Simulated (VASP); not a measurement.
Input of a VASP 6.6.1 run:

INCAR

```
SYSTEM = RbBr
PREC = Accurate
ENCUT = 600
EDIFF = 1E-7
ISMEAR = 0
SIGMA = 0.03
LREAL = .FALSE.
LASPH = .TRUE.
NELM = 80
ALGO = Fast
ISIF = 2
LWAVE = .FALSE.
LCHARG = .FALSE.
GGA = PE
IVDW = 12
IBRION = 2
NSW = 40
EDIFFG = -0.01
```

Contents of KPOINTS:

```
Automatic mesh
0
G
  8 8 8
  0 0 0
```

The input POSCAR:

```
RbBr                                    
1.0
    0.0000000000      3.4455460278      3.4455460278
    3.4455460278      0.0000000000      3.4455460278
    3.4455460278      3.4455460278      0.0000000000
  Rb              Br            
     1     1
Direct
     0.0000000000000000    0.0000000000000000    0.0000000000000000
     0.5000000000000000    0.5000000000000000    0.5000000000000000
```

Potentials or basis: VASP PAW PBE potentials, release 64 (Rb_sv, Br).

Command:

```console
$ cat potpaw_PBE.64/Rb_sv/POTCAR potpaw_PBE.64/Br/POTCAR > POTCAR
$ mpirun -np 1 vasp_std > vasp.out
```

**Question.** Estimate the band gap on the k mesh.

**Answer.** 4.32 eV, direct.

**Question.** What does it give for the dispersion energy per atom?

**Answer.** -0.192 eV.

Final structure:
```
CELL_PARAMETERS angstrom
0.00000 3.44555 3.44555
3.44555 0.00000 3.44555
3.44555 3.44555 0.00000
ATOMIC_POSITIONS crystal
Rb 0.00000 0.00000 0.00000
Br 0.50000 0.50000 0.50000
```

Caveat: the relaxation stopped at its first step, so nothing moved. A k mesh can miss the band edges.
